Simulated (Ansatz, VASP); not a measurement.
## BN: VASP beside Ansatz

File INCAR:

```
SYSTEM = BN
PREC = Accurate ; ENCUT = 520
EDIFF = 1E-6 ; ISMEAR = 0
SIGMA = 0.02 ; LREAL = .False.
LASPH = .True. ; NELM = 100
ALGO = Normal ; ISIF = 2
LWAVE = .False. ; LCHARG = .False.
GGA = PE ; NBANDS = 11
```

The input KPOINTS:

```
Automatic mesh
0
Gamma
  12 12 12
  0 0 0
```

POSCAR

```
BN
1.0
    1.2880674095      0.7436660656      3.4219431402
   -1.2880674095      0.7436660656      3.4219431402
    0.0000000000     -1.4873321312      3.4219431402
B N
1 1
Direct
    1.0144950875      1.0144950875      1.0144950875
    0.3179379125      0.3179379125      0.3179379125
```

Input for Ansatz:

```yaml
crystal:
  lattice:
    - [1.2880674095, 0.7436660656, 3.4219431402]
    - [-1.2880674095, 0.7436660656, 3.4219431402]
    - [0.0, -1.4873321312, 3.4219431402]
  atoms:
    - { symbol: B, position: [1.0144950875, 1.0144950875, 1.0144950875] }
    - { symbol: "N", position: [0.3179379125, 0.3179379125, 0.3179379125] }
basis:
  ecutwfc: 420
kpoints:
  mp_grid: { grid: [12, 12, 12] }
hamiltonian:
  xc: pbe
scf:
  occupations: { method: gaussian, width: 0.02 }
output:
  forces: true
  stress: true
  eigenvalues: true
```

Alike in both runs: task single point; functional PBE; k mesh 12 × 12 × 12; occupations gaussian, width 0.02 eV; no spin polarisation.

|  | VASP | Ansatz |
| --- | --- | --- |
| version | VASP 6.6.1 | Ansatz 0.2.0 |
| potentials or method | VASP PAW PBE potentials, release 64 (B, N) | scalar-relativistic, plane waves, PAW |
| plane-wave cutoff (eV) | 520 | 420 |
| valence electrons in the cell | 8 | 8 |

|  | VASP | Ansatz | Ansatz less VASP |
| --- | --- | --- | --- |
| gap on the k mesh at the Fermi level (eV) | 3.83 | 3.83 | +0.005 |
| least direct gap on the mesh (eV) | 4.30 | 4.31 | +0.003 |
| pressure (GPa) | -18.9 | -19.0 | -0.06 |
| largest component of the traceless stress (GPa) | 7.46 | 7.66 | +0.204 |
| rms of the force components (eV/Å) | 2.282 | 2.281 | -0.0008 |

Atom by atom the forces differ by 0.001 eV/Å (rms over components).

Caveats: so large a pressure means that the cell lies far from this level's equilibrium, or that cutoff or potentials fall short (VASP); forces of over 1 eV/Å show positions far from the minimum, so gaps and moduli don't describe the material at rest. A k mesh can miss the band edges.
